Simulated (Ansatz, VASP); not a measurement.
# Si: VASP beside Ansatz

```
Si
1.0
     0.00000    2.70048    2.70048
     2.70048    0.00000    2.70048
     2.70048    2.70048    0.00000
Si
2
Direct
  0.75000 0.75000 0.75000
  0.50000 0.50000 0.50000
```

Alike in both runs: functional LDA; k mesh 11 × 11 × 11; occupations fermi-dirac, width 0.05 eV; no spin polarisation.

Ansatz relaxed the structure, and its values are those at the end. VASP's run is a single point on that final structure, the one shown.

|  | VASP | Ansatz |
| --- | --- | --- |
| version | VASP 6.6.1 | Ansatz 0.2.0 |
| potentials or method | VASP PAW LDA potentials, release 64 (Si), cutoff 520 eV | all-electron LAPW, scalar-relativistic |

|  | VASP | Ansatz | Ansatz less VASP |
| --- | --- | --- | --- |
| pressure (GPa) | 0.1 | 0.0 | -0.10 |

Ansatz ran all-electron here, so the differences hold the error of VASP's frozen core and of both bases.
